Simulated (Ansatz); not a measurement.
# RbCl: strong compression

The task here is to estimate one member of a computed series from the others.

Method: DFT, PBE, PAW with Ansatz's default frozen-core files, scalar-relativistic, in Ansatz 0.2.0.

**The structure to begin with**

Symmetry: Fm-3m, No. 225, cubic system. Conventional cell: a = 5.821 Å, b = 5.821 Å, c = 5.821 Å, α = 90.00°, β = 90.00°, γ = 90.00°. Around Rb (site symmetry m-3m) lie 6 Cl at 2.91 Å. Around Cl (site symmetry m-3m) lie 6 Rb at 2.91 Å.

As a file:

```xyz
2
Lattice="0.0000 2.9103 2.9103 2.9103 0.0000 2.9103 2.9103 2.9103 0.0000" Properties=species:S:1:pos:R:3 pbc="T T T"
Rb    0.0000    0.0000    0.0000
Cl    2.9103    2.9103    2.9103
```

Whether this phase is the stable one at these pressures isn't tested.

Atoms are numbered in the order of the input: Rb1, Cl2.

The first run:

input.yaml

```yaml
crystal:
  lattice:
    - [0.0, 2.9102979194, 2.9102979194]
    - [2.9102979194, 0.0, 2.9102979194]
    - [2.9102979194, 2.9102979194, 0.0]
  atoms:
    - { symbol: Rb, position: [0.0, 0.0, 0.0] }
    - { symbol: Cl, position: [0.5, 0.5, 0.5] }
kpoints:
  mp_grid: { grid: [13, 13, 13] }
scf:
  occupations: { method: fermi_dirac, width: 0.1 }
hamiltonian:
  xc: pbe
  pseudopotentials: { kind: paw }
output:
  forces: true
  stress: true
relax:
  f_tol: 0.005
  max_steps: 40
  cell: {}
```

On the command line:

```console
ansatz run input.yaml --threads 1 --pin off --max-ram 2048MiB --backend cpu --events-out ev --progress --plain --runs-dir out
```

Among the steps run: Cell relaxed at zero pressure, PAW; Volume scaled by 1, PAW; Volume scaled by 0.9, PAW; Volume scaled by 0.8, PAW; Volume scaled by 0.7, PAW; Volume scaled by 0.6, PAW; Volume scaled by 0.5, PAW; Volume scaled by 0.4, PAW; Volume scaled by 0.4, PAW (cutoff 300 eV).

One of the session's tables, all rows but one given; the rest of the session is left out.

```
             method  volume over the first  volume (Å³/atom)  pressure (GPa)  gap on the k mesh (eV)
                PAW                      1                 ?               ?                       ?
                PAW                    0.9            33.804            1.95                    5.17
                PAW                    0.8            30.048            5.54                    5.60
                PAW                    0.7            26.292           12.37                    5.76
                PAW                    0.6            22.536           26.00                    5.10
                PAW                    0.5            18.780           55.20                    3.69
                PAW                    0.4            15.024          124.21                    1.11
PAW (cutoff 300 eV)                    0.4            15.024          124.29                    1.11
```

**Question.** Estimate the row for PAW, 1.

The run gave: volume (Å³/atom): 37.560; pressure (GPa): 0.01; gap on the k mesh (eV): 4.84. In the column «volume (Å³/atom)» it is the highest.

To keep in mind: Warnings in the runs' records: cutoff below recommended.
